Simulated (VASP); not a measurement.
PbO2 (strained rutile): one PBE single-point calculation in two programs

```
Pb O
1.0
     4.78449    0.00000    0.00000
     0.00000    4.78449    0.00000
     0.00000    0.00000    3.55410
Pb O
2 4
Cartesian
  0.0000 0.0000 0.0000
  2.3922 2.3922 1.7770
  1.4734 1.4734 0.0000
  0.9188 3.8657 1.7770
  3.8657 0.9188 1.7770
  3.3111 3.3111 0.0000
```

Datasets and cutoffs are each program's own. VASP's cell holds 52 valence electrons and Ansatz's 52. Ansatz's stress includes a Pulay correction; VASP's doesn't.

Cutoffs: 520 eV in VASP, 420 eV in Ansatz. k meshes: 6×6×8 and 6×6×8.

```
                                                        VASP                             Ansatz
gap between bands v and c  -0.02 eV (bands overlap: a metal)  -0.03 eV (bands overlap: a metal)
         least direct gap                            0.01 eV                            0.00 eV
                 pressure                           11.1 GPa                           10.8 GPa
            largest force                          0.08 eV/Å                          0.08 eV/Å
```

Band v is the last that the valence electrons fill when counted band by band, and c is the next. Levels in eV from the top of v, Ansatz:

```tsv
point	v−1	v	c	c+1
Γ	-0.58	-0.58	0.03	4.13
X	-0.38	-0.38	2.84	2.84
M	-0.39	-0.39	2.98	2.98
Z	-0.83	-0.83	4.00	4.00
R	0.00	0.00	4.45	4.45
A	-0.44	-0.44	3.08	3.08
```

VASP:

```csv
point,v−1,v,c,c+1
Γ,-0.58,-0.58,0.04,4.11
X,-0.38,-0.38,2.83,2.83
M,-0.38,-0.38,2.97,2.97
Z,-0.83,-0.83,3.98,3.98
R,0.00,0.00,4.44,4.44
A,-0.44,-0.44,3.07,3.07
```

Forces (eV/Å), VASP:

| atom | Fx | Fy | Fz |
| --- | --- | --- | --- |
| Pb | 0.000 | 0.000 | 0.000 |
| Pb | 0.000 | 0.000 | 0.000 |
| O | 0.059 | 0.059 | 0.000 |
| O | -0.059 | 0.059 | 0.000 |
| O | 0.059 | -0.059 | 0.000 |
| O | -0.059 | -0.059 | 0.000 |

Ansatz:

| atom | Fx | Fy | Fz |
| --- | --- | --- | --- |
| Pb | 0.000 | 0.000 | 0.000 |
| Pb | 0.000 | 0.000 | 0.000 |
| O | 0.056 | 0.056 | 0.000 |
| O | -0.056 | 0.056 | 0.000 |
| O | 0.056 | -0.056 | 0.000 |
| O | -0.056 | -0.056 | 0.000 |
